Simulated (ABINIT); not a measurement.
CoO:

```
CELL_PARAMETERS angstrom
-1.50800 1.50800 2.10725
1.50800 -1.50800 2.10725
1.50800 1.50800 -2.10725
ATOMIC_POSITIONS crystal
Co 0.00000 0.00000 0.00000
O 0.50000 0.50000 0.00000
```

```yaml
Program: ABINIT 10.8.3 (patched build)
Task: relaxation of cell and atoms
Functional: PBEsol
Potentials_or_basis: PseudoDojo NC SR PBEsol v0.4.1 standard
Cutoff: 1306 eV
k_mesh: 9 × 9 × 9
Occupations: fermi-dirac, width 0.05 eV
Spin: collinear spin, ferromagnetic start
Starting_moments: "[2.0, 0.0] μB"
```

At the start: pressure -9.4 GPa; volume 9.58 Å³/atom.

Problem. How do energy, volume and symmetry change on relaxing?

Solution. Over 6 steps the energy falls by 16.2 meV/atom and the volume is 9.05 Å³/atom (-5.6 %); space group Fm-3m (No. 225, to 0.05 Å); moment 2.81 μB per cell.

The path:
| step | energy change (eV) | largest force (eV/Å) | pressure (GPa) | volume (Å³) |
| --- | --- | --- | --- | --- |
| 1 | 0.0000 | 0.0000 | -9.43 | 19.17 |
| 2 | -0.0243 | 0.0000 | -4.75 | 18.62 |
| 3 | -0.0322 | 0.0000 | 0.00 | 18.10 |
| 4 | -0.0322 | 0.0000 | 0.01 | 18.10 |
| 5 | -0.0324 | 0.0000 | 0.07 | 18.09 |
| 6 | -0.0324 | 0.0000 | 0.00 | 18.10 |

Final structure:
```cif
data_structure
_symmetry_space_group_name_H-M 'P 1'
_symmetry_Int_Tables_number 1
_cell_length_a 2.9470
_cell_length_b 2.9470
_cell_length_c 2.9470
_cell_angle_alpha 119.999
_cell_angle_beta 119.999
_cell_angle_gamma 90.002
_cell_volume 18.10
loop_
_atom_site_label
_atom_site_type_symbol
_atom_site_fract_x
_atom_site_fract_y
_atom_site_fract_z
_atom_site_occupancy
Co1 Co 0.00000 0.00000 0.00000 1
O1 O 0.50000 0.50000 0.00000 1
```

Caveat: a cell with one magnetic atom can't hold antiferromagnetic order, which such compounds often take.
